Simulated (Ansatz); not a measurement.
Li2O in Ansatz: the effect of functional

Li2O:

```
CELL_PARAMETERS angstrom
0.00000 2.31124 2.31124
2.31124 0.00000 2.31124
2.31124 2.31124 0.00000
ATOMIC_POSITIONS crystal
O 0.00000 0.00000 0.00000
Li 0.25000 0.25000 0.25000
Li 0.75000 0.75000 0.75000
```

The cell comes from a database or a generator and needn't be the stable form of this composition.

The cell isn't the ideal one: volume scaled by 0.98.

Alike in all runs:

* Program: Ansatz 0.2.0
* Task: single point
* Potentials or basis: Ansatz PAW
* k mesh: 10 × 10 × 10
* Occupations: fermi-dirac, width 0.05 eV
* Spin: no spin polarisation

```csv
functional,cutoff,gap on the mesh (eV),pressure (GPa)
PBEsol,420 eV (not typed: the program's choice for these potentials),4.83,-2.2
LDA,420 eV (not typed: the program's choice for these potentials),?,?
r2SCAN,500 eV (not typed: the program's choice for these potentials),5.70,-2.6
```

Problem. What does the run with functional LDA give?

Solution. gap on the mesh 4.81 eV; pressure -6.7 GPa.

Caveats: the PAW data sets come from PBE, with cores solved anew for the run's functional, which leaves a small shift of forces and pressure.

A k mesh can miss the band edges.

Runs at the PBE level aren't shown here.
